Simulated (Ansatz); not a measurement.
SiC in the 4H polytype structure was relaxed with 4 functionals in Ansatz 0.2.0, cell and atoms free, the symmetry of the start kept (meshes: PBE 12×12×4, r2SCAN 12×12×2, PBEsol 12×12×2, LDA 12×12×2). No spin polarisation and no zero-point or thermal motion.

The PBEsol result:
```cif
data_structure
_symmetry_space_group_name_H-M 'P6_3mc'
_symmetry_Int_Tables_number 186
_cell_length_a 3.0780
_cell_length_b 3.0780
_cell_length_c 10.0764
_cell_angle_alpha 90.000
_cell_angle_beta 90.000
_cell_angle_gamma 120.000
_cell_volume 82.67
loop_
_atom_site_label
_atom_site_type_symbol
_atom_site_symmetry_multiplicity
_atom_site_Wyckoff_symbol
_atom_site_fract_x
_atom_site_fract_y
_atom_site_fract_z
_atom_site_occupancy
Si1 Si 2 a 0.00000 0.00000 0.99985 1
Si2 Si 2 b 0.33333 0.66667 0.24991 1
C1 C 2 a 0.00000 0.00000 0.18730 1
C2 C 2 b 0.33333 0.66667 0.43795 1
```

The symmetry is P6_3mc (No. 186, hexagonal); a = 3.078 Å, c = 10.076 Å in the conventional setting, 10.33 Å³ an atom. Si has 4 C at 1.88–1.89 Å; Si has 4 C at 1.89 Å; C has 4 Si at 1.89 Å; C has 4 Si at 1.88–1.89 Å.

**Question.** How does the cell change with LDA?

**Answer.** a = 3.058 Å, c = 10.012 Å; the volume differs by -1.9 % from PBEsol's. Si has 4 C at 1.87–1.88 Å; C has 4 Si at 1.87–1.88 Å (further sites aren't listed).

**Question.** What lattice does PBE give?

**Answer.** a = 3.094 Å, c = 10.129 Å; the volume differs by +1.6 % from PBEsol's. Si is surrounded by 4 C at 1.89–1.90 Å; Si is surrounded by 4 C at 1.90 Å; C is surrounded by 4 Si at 1.90 Å (further sites aren't listed).

**Question.** Held at the r2SCAN cell, what mean stress do LDA and PBE find, and does its sign point to their own minimum?

**Answer.** Yes. LDA -4.19 GPa, and its relaxed volume is -1.9 % from r2SCAN's; PBE +3.51 GPa, and its relaxed volume is +1.6 % from r2SCAN's. Compression counts positive, so a positive stress asks for a larger cell.
